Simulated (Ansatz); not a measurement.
# A strain series on NaF (rocksalt): uniaxial along x, other directions held

NaF (rocksalt), relaxed with r2SCAN in the PAW code Ansatz, then strained (uniaxial along x, other directions held; changes of length per length, axes as in the cell below) with the atoms relaxed again within the symmetry that is left. It is cubic, Fm-3m (No. 225); a = 4.594 Å in the conventional setting, 12.12 Å³ an atom. Na has 6 F at 2.30 Å; F has 6 Na at 2.30 Å. Calculated for a static, non-magnetic cell.

```yaml
crystal:
  lattice:
    - [0.00000, 2.29717, 2.29717]
    - [2.29717, 0.00000, 2.29717]
    - [2.29717, 2.29717, 0.00000]
  atoms:
    - { symbol: Na, position: [0.00000, 0.00000, 0.00000] }
    - { symbol: F, position: [0.50000, 0.50000, 0.50000] }
```

Gaps are the least over each mesh (PBE 10×10×10, r2SCAN 10×10×10, HSE06 6×6×6 when unstrained) and the special points, which keep their unstrained names; stress is the change from the unstrained cell, compression positive.

| strain (%) | gap, PBE (eV) | gap, r2SCAN (eV) | gap, HSE06 (eV) | edges, HSE06 | stress along the strain, r2SCAN (GPa) | energy rise, r2SCAN (meV/atom) |
| --- | --- | --- | --- | --- | --- | --- |
| -4.87 | 6.733 | 7.563 | 8.942 | Γ | +8.04 | 13.3 |
| -3.0 | 6.627 | 7.455 | 8.822 | Γ | +4.36 | 4.6 |
| -1.33 | 6.532 | 7.358 | 8.717 | Γ | +1.73 | 0.8 |
| 0.0 | 6.456 | 7.282 | 8.635 | Γ | 0.00 | 0.0 |
| +4.0 | 6.240 | 7.057 | 8.391 | Γ | -3.64 | 6.0 |
| +5.0 | 6.188 | 7.003 | 8.332 | Γ | -4.26 | 9.0 |

Between zero and the nearest strains the slope of the HSE06 gap against strain is -0.061 eV per percent for negative and -0.061 for positive strain.

The meshes of the hybrids are coarse, so their gaps aren't converged to the digits shown.
